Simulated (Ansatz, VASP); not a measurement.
## One calculation of Cu, two programs

The input INCAR:

```
PREC = Accurate
ENCUT = 520
EDIFF = 1E-6
ISMEAR = -1
SIGMA = 0.1
LREAL = False
LASPH = True
NELM = 100
ALGO = Fast
ISIF = 2
LWAVE = False
LCHARG = False
GGA = B5
ALDAX = 1.0
AGGAX = 1.0
AGGAC = 1.0
ALDAC = 0.0
NBANDS = 18
```

File KPOINTS:

```
Automatic mesh
0
Gamma
  11 11 11
```

The input POSCAR:

```
Cu
1.0
    0.0000000000      2.6209964592      2.6209964592
    2.6209964592      0.0000000000      2.6209964592
    2.6209964592      2.6209964592      0.0000000000
Cu
2
Direct
    0.1250000000      0.1250000000      0.1250000000
    0.8750000000      0.8750000000      0.8750000000
```

Input for Ansatz:

```yaml
crystal:
  lattice:
    - [0.0, 2.6209964592, 2.6209964592]
    - [2.6209964592, 0.0, 2.6209964592]
    - [2.6209964592, 2.6209964592, 0.0]
  atoms:
    - { symbol: Cu, position: [0.125, 0.125, 0.125] }
    - { symbol: Cu, position: [0.875, 0.875, 0.875] }
hamiltonian:
  xc: blyp
  pseudopotentials:
    kind: paw
    azcp:
      Cu: "pseudopotentials/Cu.paw.azcp"
basis:
  ecutwfc: 420
  fft_grid_basis: typed
kpoints:
  mp_grid: { grid: [11, 11, 11], shift: [0, 0, 0] }
magnetization:
  spin_polarized: false
scf:
  occupations: { method: fermi_dirac, width: 0.1 }
  lower_state_search: "off"
output:
  stress: true
```

Alike in both runs: task single point; functional BLYP; k mesh 11 × 11 × 11; occupations fermi-dirac, width 0.1 eV; no spin polarisation.

```csv
,VASP,Ansatz
version,VASP 6.6.1,Ansatz 0.2.0
potentials or method,"VASP PAW PBE potentials, release 64 (Cu)","plane waves (420 eV) with PAW, scalar-relativistic"
plane-wave cutoff (eV),520,420
valence electrons in the cell,22,38
```

```tsv
	VASP	Ansatz	Ansatz less VASP
pressure (GPa)	8.3	7.8	-0.45
```

The two sets of potentials don't hold the same shells in valence.

Caveats: the PAW data sets were made with another functional, which shifts forces and pressure a little (VASP).
